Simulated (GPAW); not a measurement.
TiO2:

```
CELL_PARAMETERS angstrom
4.59984 0.00000 0.00000
0.00000 4.59984 0.00000
0.00000 0.00000 2.95921
ATOMIC_POSITIONS crystal
Ti 0.00000 0.00000 0.50000
Ti 0.50000 0.50000 0.00000
O 0.30432 0.30432 0.50000
O 0.19568 0.80432 0.00000
O 0.80432 0.19568 0.00000
O 0.69568 0.69568 0.50000
```

The cell is a database's computed one.

Base run:

```yaml
Program: GPAW 26.7.0
Functional: PBE
Potentials_or_basis: GPAW PAW data sets (gpaw-data 1.2.1)
Cutoff: 800 eV
Basis: pw
k_mesh: 6 × 6 × 9
Occupations: fermi-dirac, width 0.05 eV
Spin: no spin polarisation
```

Its results: band gap on the k mesh 1.87 eV, direct; pressure 5.3 GPa; largest force 0.028 eV/Å.

Problem. The run is repeated on the same cell with these changes: potentials or basis from GPAW PAW data sets (gpaw-data 1.2.1) to SG15 ONCV 1.2; cutoff from 800 eV to 1100 eV; k mesh from 6 × 6 × 9 to 4 × 4 × 6. What comes out?

Solution. Band gap on the k mesh 1.91 eV, direct; pressure 4.4 GPa; largest force 0.008 eV/Å.

Caveats: an odd mesh through Γ misses points on the zone boundary, where band edges often lie (some runs).

Not every run made on this cell is shown here.
